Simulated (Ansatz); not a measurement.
**Which way does BaO + CaS ⇌ BaS + CaO run?**

Plane-wave DFT in Ansatz with scalar-relativistic PAW potentials, cutoff 420 eV, Γ-centred meshes chosen by cell and gap, Gaussian smearing with energies taken to zero width. Every cell was relaxed (cell and atoms) in a run of its own, within the symmetry of its start. Functional: PBEsol.

Total energies hold large constants for each element; a whole number of eV per atom of each element is taken off below, which cancels in a balanced reaction.

| compound | lowest structure computed | structures tried | V (Å³/atom) | gap on mesh (eV) | E (eV per formula unit, common shift removed) |
| --- | --- | --- | --- | --- | --- |
| BaO | Fm-3m | 2 | 20.69 | 1.84 | -5.0888 |
| CaS | Fm-3m | 3 | 22.34 | 2.16 | -4.0539 |
| BaS | Fm-3m | 3 | 31.73 | 2.04 | -3.7981 |
| CaO | Fm-3m | 1 | 13.54 | 3.54 | -6.1049 |

Problem. Work out the reaction energy at 0 K.

Solution. ΔE = E(BaS) + E(CaO) − E(BaO) − E(CaS) = -0.760 eV, or -73 kJ per mole of reaction (-190 meV/atom). The right side is lower: Ba takes S and Ca takes O. The smaller cation ends with the smaller anion, the pairing that gives the greater sum of ionic lattice energies, which go as 1/(r₊ + r₋). All four are computed as solids; where they are solids at ordinary conditions entropy changes little. A lower structure that wasn't tried would shift the value, and mixed crystals may lie lower than either side.

Spin-orbit coupling is left out, which matters for the bands of heavy elements.